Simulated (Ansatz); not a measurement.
The same molecule with X = C, Si, Ge, Sn. Ansatz, PBE0-D4/def2-TZVP geometries, multiplicity 1.

Elements past krypton have def2 core potentials. Scalar relativity is left out up to krypton.

```tsv
X	molecule	mean X–F bond length / Å	mean X–H bond length / Å	ideal-gas entropy at 298 K and 1 bar (rigid rotor, harmonic PBE0-D4/def2-TZVP) / J/(mol·K)	HOMO–LUMO gap (ωB97M-V/def2-TZVPP) / eV	HOMO energy (PBE/def2-TZVPP) / eV
C	`FC(F)F`	1.331	1.093	259	17.25	-9.42
Si	`F[SiH](F)F`	1.573	1.461	278	16.26	-9.55
Ge	`[F][GeH]([F])[F]`	1.707	1.516	295	15.31	-9.58
```

**Question.** Give the row for X = Sn, `[F][SnH]([F])[F]`. (Estimate.)

**Answer.** Computed: 
```
 X            molecule  mean X–F bond length / Å  mean X–H bond length / Å  ideal-gas entropy at 298 K and 1 bar (rigid rotor, harmonic PBE0-D4/def2-TZVP) / J/(mol·K)  HOMO–LUMO gap (ωB97M-V/def2-TZVPP) / eV  HOMO energy (PBE/def2-TZVPP) / eV
Sn  `[F][SnH]([F])[F]`                     1.891                     1.682                                                                                         312                                    13.32                              -9.29
```

From C to Sn the mean X–F bond length rises at each step, by 0.560 Å in all; the mean X–H bond length rises at each step, by 0.589 Å in all; the ideal-gas entropy at 298 K and 1 bar (rigid rotor, harmonic PBE0-D4/def2-TZVP) rises at each step, by 53 J/(mol·K) in all; the HOMO–LUMO gap (ωB97M-V/def2-TZVPP) falls at each step, by 3.93 eV in all; the HOMO energy (PBE/def2-TZVPP) isn't monotonic: highest at Sn, lowest at Ge. Bonds lengthen as the atom grows down the group.

Positive LUMOs are unbound, so they and the gaps depend on the basis.
